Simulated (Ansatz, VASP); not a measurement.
LiF (Griceite) in VASP and in Ansatz

File INCAR:

```
  PREC = Accurate
  ENCUT = 520
  EDIFF = 1E-7
  ISMEAR = -1
  SIGMA = 0.05
  LREAL = F
  LASPH = T
  NELM = 80
  ALGO = Normal
  ISIF = 2
  LWAVE = F
  LCHARG = F
  GGA = PS
  NBANDS = 12
```

KPOINTS

```
Automatic mesh
0
Gamma
  11 11 11
```

Contents of POSCAR:

```
LiF
1.0
    0.0000000000      1.9728864230      1.9728864230
    1.9728864230      0.0000000000      1.9728864230
    1.9728864230      1.9728864230      0.0000000000
F Li
1 1
Direct
    0.5000000000      0.5000000000      0.5000000000
    0.0000000000      0.0000000000      0.0000000000
```

input.yaml

```yaml
crystal:
  lattice:
    - [0.0, 1.972886423, 1.972886423]
    - [1.972886423, 0.0, 1.972886423]
    - [1.972886423, 1.972886423, 0.0]
  atoms:
    - { symbol: F, position: [0.5, 0.5, 0.5] }
    - { symbol: Li, position: [0.0, 0.0, 0.0] }
hamiltonian:
  xc: pbesol
  pseudopotentials: { kind: paw }
kpoints:
  mp_grid: { grid: [11, 11, 11] }
scf:
  occupations: { method: fermi_dirac, width: 0.05 }
output:
  forces: true
  stress: true
  eigenvalues: true
  write_density: true
  write_potential: true
  elf: true
  volumetric_format: npy
```

Change from the starting cell: volume scaled by 0.94.

Alike in both runs: task single point; functional PBEsol; k mesh 11 × 11 × 11; occupations fermi-dirac, width 0.05 eV; no spin polarisation.

|  | VASP | Ansatz |
| --- | --- | --- |
| version | VASP 6.6.1 | Ansatz 0.2.0 |
| potentials or method | VASP PAW PBE potentials, release 64 (F, Li_sv) | Ansatz PAW |
| plane-wave cutoff (eV) | 520 | 420 |
| valence electrons in the cell | 10 | 10 |

|  | VASP | Ansatz | Ansatz less VASP |
| --- | --- | --- | --- |
| gap on the k mesh at the Fermi level (eV) | 9.48 | 9.48 | -0.003 |
| least direct gap on the mesh (eV) | 9.48 | 9.48 | -0.003 |

Caveats: an odd mesh through Γ misses points on the zone boundary, where band edges often lie (VASP); odd divisions of the mesh miss points on the zone boundary, where band edges often lie, so the gap on the mesh can be too wide (Ansatz).
